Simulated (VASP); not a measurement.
## KBr: single point with PBE

Crystal: KBr.

```
K Br
1.0
     0.05636    3.35861    3.35861
     3.35861    0.05636    3.35861
     3.35861    3.35861    0.05636
K Br
1 1
Direct
  0.00000 0.00000 0.00000
  0.50000 0.50000 0.50000
```

The cell was built by a generator and needn't be a form met in nature.

The cell isn't the ideal one: shear_111 strain +2.6%.

```
Program             : VASP 6.6.1
Task                : single point
Functional          : PBE
Potentials or basis : VASP PAW PBE potentials, release 64 (K_sv, Br)
Cutoff              : 520 eV
k mesh              : 6 × 6 × 6
Occupations         : fermi-dirac, width 0.02 eV
Spin                : no spin polarisation
```

```json
{
  "Pressure": "0.3 GPa",
  "Band gap on the k mesh": "4.34 eV, direct"
}
```

Stress tensor (GPa, compression positive):
```
 0.31 -0.09 -0.09
-0.09  0.31 -0.09
-0.09 -0.09  0.31
```

Levels at points of the mesh, in eV from the valence-band top:
```
           k point  band 4  band 5  band 6  band 7  band 8  band 9  band 10  band 11  band 12  band 13
(0.00, 0.00, 0.00)  -11.34  -11.34   -0.06    0.00    0.00    4.34     7.45     7.64     7.64     8.39
(0.50, 0.00, 0.00)  -11.34  -11.11   -1.14   -0.37   -0.32    6.51     8.13     9.61     9.76     9.86
(0.50, 0.50, 0.00)  -11.37  -11.37   -0.80   -0.32   -0.27    5.87     7.08     9.30     9.34     9.54
(0.50, 0.50, 0.50)  -11.34  -11.09   -1.15   -0.29   -0.29    6.52     8.02     9.62     9.62    10.05
```

Wall time 38 s on 1 thread of Intel(R) Xeon(R) Platinum 8488C (Sapphire Rapids), with other jobs on the host, peak memory 0.21 GiB.
